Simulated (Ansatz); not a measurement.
Reaction (ligand exchange at a B–C bond): `CC(C)=CBF` + acetic acid → `CC(=O)OBF` + isobutene

Isolated molecules relaxed with PBE0-D4/def2-TZVP in Ansatz; ΔE leaves out vibrations. CCSD(T)/CBS is the MP2 limit (def2-TZVPP, def2-QZVPP) plus CCSD(T) − MP2 in def2-TZVPP, frozen cores. This one scheme is used for every species. DFT in def2-TZVPP. B3LYP here is the variant with VWN-RPA as its local correlation; programs differ in this. Each species was taken in one conformer, which may not be the lowest.

```json
{"level": "PBE-D4", "ΔE (kcal/mol)": "-16.7", "difference from CCSD(T)/CBS": "3.4"}
{"level": "r2SCAN-D4", "ΔE (kcal/mol)": "-18.6", "difference from CCSD(T)/CBS": "1.5"}
{"level": "PBE0-D4", "ΔE (kcal/mol)": "-17.8", "difference from CCSD(T)/CBS": "2.3"}
{"level": "B3LYP-D4", "ΔE (kcal/mol)": "-19.5", "difference from CCSD(T)/CBS": "0.6"}
{"level": "ωB97X-V", "ΔE (kcal/mol)": "-19.5", "difference from CCSD(T)/CBS": "0.6"}
{"level": "ωB97M-V", "ΔE (kcal/mol)": "-19.6", "difference from CCSD(T)/CBS": "0.5"}
{"level": "B2PLYP", "ΔE (kcal/mol)": "-20.1", "difference from CCSD(T)/CBS": "0.0"}
{"level": "PBE", "ΔE (kcal/mol)": "-16.9", "difference from CCSD(T)/CBS": "3.2"}
{"level": "r2SCAN", "ΔE (kcal/mol)": "-18.6", "difference from CCSD(T)/CBS": "1.5"}
{"level": "PBE0", "ΔE (kcal/mol)": "-17.9", "difference from CCSD(T)/CBS": "2.2"}
{"level": "B3LYP", "ΔE (kcal/mol)": "-19.7", "difference from CCSD(T)/CBS": "0.4"}
{"level": "HF/def2-TZVPP", "ΔE (kcal/mol)": "-23.0", "difference from CCSD(T)/CBS": "-2.9"}
{"level": "MP2/def2-TZVPP", "ΔE (kcal/mol)": "-20.0", "difference from CCSD(T)/CBS": "0.1"}
{"level": "SCS-MP2/def2-TZVPP", "ΔE (kcal/mol)": "-20.9", "difference from CCSD(T)/CBS": "-0.8"}
{"level": "CCSD/def2-TZVPP", "ΔE (kcal/mol)": "-21.0", "difference from CCSD(T)/CBS": "-0.9"}
{"level": "CCSD(T)/def2-TZVPP", "ΔE (kcal/mol)": "-20.5", "difference from CCSD(T)/CBS": "-0.4"}
{"level": "HF/def2-QZVPP", "ΔE (kcal/mol)": "-23.2", "difference from CCSD(T)/CBS": "-3.1"}
{"level": "MP2/def2-QZVPP", "ΔE (kcal/mol)": "-19.9", "difference from CCSD(T)/CBS": "0.2"}
{"level": "SCS-MP2/def2-QZVPP", "ΔE (kcal/mol)": "-20.7", "difference from CCSD(T)/CBS": "-0.6"}
{"level": "HF/CBS(def2)", "ΔE (kcal/mol)": "-23.3", "difference from CCSD(T)/CBS": "-3.2"}
{"level": "MP2/CBS(def2)", "ΔE (kcal/mol)": "-19.6", "difference from CCSD(T)/CBS": "0.5"}
{"level": "CCSD/CBS(def2)", "ΔE (kcal/mol)": "-20.6", "difference from CCSD(T)/CBS": "-0.5"}
{"level": "CCSD(T)/CBS", "ΔE (kcal/mol)": "-20.1", "difference from CCSD(T)/CBS": "0"}
```

Largest T1 diagnostic among the species: 0.015.

In def2-TZVPP, CCSD(T) changes the Hartree–Fock value by +2.5 kcal/mol (the triples alone add +0.5 kcal/mol) and MP2 by +3.0 kcal/mol. From PBE to PBE0 (25 % exact exchange), in def2-TZVPP and without D4, ΔE moves by −1.0 kcal/mol.

CCSD(T)/CBS has its own doubt, a few kJ/mol and more with outer-core shells, so smaller differences from it don't rank the levels.
